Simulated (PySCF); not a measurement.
Nuclear quadrupole coupling in propylamine

Compound: propylamine, C3H9N.
Structure used (GFN2-xTB, dihedral held), in Å, numbered top down from 1:
```xyz
13
C3H9N angstrom
C      1.6920    0.1933    0.5066
C      0.4645    0.2097   -0.3945
C     -0.7627   -0.3537    0.3209
N     -0.5208   -1.7292    0.7277
H      2.5700    0.5419   -0.0321
H      1.5354    0.8365    1.3693
H      1.8707   -0.8170    0.8624
H      0.6613   -0.3890   -1.2877
H      0.2479    1.2302   -0.7166
H     -1.6434   -0.2451   -0.3369
H     -0.9503    0.2270    1.2291
H     -0.3733   -2.3128   -0.0899
H     -1.3199   -2.0966    1.2319
```

Field gradients from the PBE0/pcSseg-1 density (PySCF, non-relativistic), principal values in atomic units, ordered |Vxx| ≤ |Vyy| ≤ |Vzz|:

| atom | Vxx | Vyy | Vzz |
| --- | --- | --- | --- |
| N4 | 0.5259 | 0.6401 | -1.1661 |

Question: Find the asymmetry η = (Vxx − Vyy)/Vzz and the couplings χ = eQV/h (234.96 MHz × Q in barn × V in au), with Q(14N) = 0.02044 b.

Answer: 
```csv
atom,environment,nucleus,η,χzz (MHz),χxx (MHz),χyy (MHz)
N4,primary amine nitrogen,14N,0.10,-5.60,2.53,3.07
```

The tensor is traceless: Vxx + Vyy + Vzz = 0.

Question: What is Vzz at N4 in SI units (1 au = 9.71736 × 10²¹ V/m²)?

Answer: -1.1661 au = -11.331 × 10²¹ V/m².

Question: And the gradient at the other heavy atoms, for which no coupling is worked out here?

Answer: 
```csv
atom,environment,Vzz (au),η
C1,methyl carbon,0.065,0.84
C2,chain CH2 carbon,0.032,0.93
C3,sp3 carbon bound to nitrogen,0.192,0.18
```

Question: What couplings would deuterons (Q(2H) = 0.00286 b) have in place of the hydrogens, at this geometry?

Answer: 
```json
{"atom": "H5", "bonded to": "C1", "bond length (Å)": "1.087", "Vzz (au)": "0.3179", "η": "0.02", "χzz (kHz)": "214"}
{"atom": "H6", "bonded to": "C1", "bond length (Å)": "1.087", "Vzz (au)": "0.3171", "η": "0.03", "χzz (kHz)": "213"}
{"atom": "H7", "bonded to": "C1", "bond length (Å)": "1.086", "Vzz (au)": "0.3141", "η": "0.03", "χzz (kHz)": "211"}
{"atom": "H8", "bonded to": "C2", "bond length (Å)": "1.093", "Vzz (au)": "0.3036", "η": "0.02", "χzz (kHz)": "204"}
{"atom": "H9", "bonded to": "C2", "bond length (Å)": "1.092", "Vzz (au)": "0.3059", "η": "0.02", "χzz (kHz)": "206"}
{"atom": "H10", "bonded to": "C3", "bond length (Å)": "1.105", "Vzz (au)": "0.2807", "η": "0.04", "χzz (kHz)": "189"}
{"atom": "H11", "bonded to": "C3", "bond length (Å)": "1.094", "Vzz (au)": "0.2967", "η": "0.04", "χzz (kHz)": "199"}
{"atom": "H12", "bonded to": "N4", "bond length (Å)": "1.015", "Vzz (au)": "0.3982", "η": "0.17", "χzz (kHz)": "268"}
{"atom": "H13", "bonded to": "N4", "bond length (Å)": "1.014", "Vzz (au)": "0.4031", "η": "0.16", "χzz (kHz)": "271"}
```

The geometry is a constrained GFN2-xTB structure with the dihedral C1–C2–C3–N4 held at 300°, isolated molecule; it need not be a minimum. GFN2-xTB bond lengths can be off by several hundredths of an ångström, more for odd bonds, and the gradients follow them. The small basis limits the accuracy of the gradients.
